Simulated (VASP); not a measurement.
# HfC: relaxation of cell and atoms with vdW-DF

Crystal: HfC.

```xyz
2
Lattice="0.0000 2.3250 2.3250 2.3250 0.0000 2.3250 2.3250 2.3250 0.0000" Properties=species:S:1:pos:R:3 pbc="T T T"
Hf    2.3250    2.3250    2.3250
C     0.0000    0.0000    0.0000
```

- Program: VASP 6.6.1
- Task: relaxation of cell and atoms
- Functional: vdW-DF
- Potentials or basis: VASP PAW PBE potentials, release 64 (Hf_pv, C)
- Cutoff: 600 eV
- k mesh: 10 × 10 × 10
- Occupations: fermi-dirac, width 0.05 eV
- Spin: no spin polarisation
- Further INCAR settings: ALGO = Fast; EDIFF = 1e-06; IBRION = 2; EDIFFG = -0.005; NSW = 60; ISIF = 3

```
Relaxed volume                         : 12.91 Å³/atom
Relaxed cell                           : a = 3.317 Å, b = 3.317 Å, c = 3.317 Å, α = 60.00°, β = 60.00°, γ = 60.00°
Space group after relaxing (to 0.05 Å) : Fm-3m (No. 225)
Energy gained by relaxing              : 6.6 meV/atom
Ionic steps                            : 4
Pressure after relaxing                : 0.0 GPa
Band gap on the k mesh                 : none (metal or under the smearing width)
```

The path:
| step | energy change (eV) | largest force (eV/Å) | pressure (GPa) | volume (Å³) |
| --- | --- | --- | --- | --- |
| 1 | 0.0000 | 0.0000 | 6.35 | 25.14 |
| 2 | 0.0221 | 0.0000 | -9.40 | 26.99 |
| 3 | -0.0131 | 0.0000 | -0.15 | 25.83 |
| 4 | -0.0131 | 0.0000 | 0.00 | 25.81 |

Final structure:
```xyz
2
Lattice="0.0000 2.3457 2.3457 2.3457 0.0000 2.3457 2.3457 2.3457 0.0000" Properties=species:S:1:pos:R:3 pbc="T T T"
Hf    2.3457    2.3457    2.3457
C     0.0000    0.0000    0.0000
```

Levels at points of the mesh, in eV from the Fermi level:
```tsv
k point	band 4	band 5	band 6	band 7	band 8	band 9	band 10	band 11
(0.00, 0.00, 0.00)	-12.19	0.90	0.90	0.90	1.36	1.36	1.36	3.25
(0.50, 0.00, 0.00)	-8.70	-5.97	-2.94	-2.94	5.04	5.04	5.52	6.59
(0.50, 0.50, 0.00)	-10.38	-2.59	-1.62	-0.18	-0.18	5.04	6.36	6.36
```

Wall time 3.1 min on 1 thread of Intel(R) Xeon(R) Platinum 8259CL CPU @ 2.50GHz (Skylake/Cascade Lake), on a shared host, peak memory 0.34 GiB.

Caveat: the PAW data sets were made with another functional, which shifts forces and pressure a little. Spin-orbit coupling is left out, which matters for the levels of Hf.
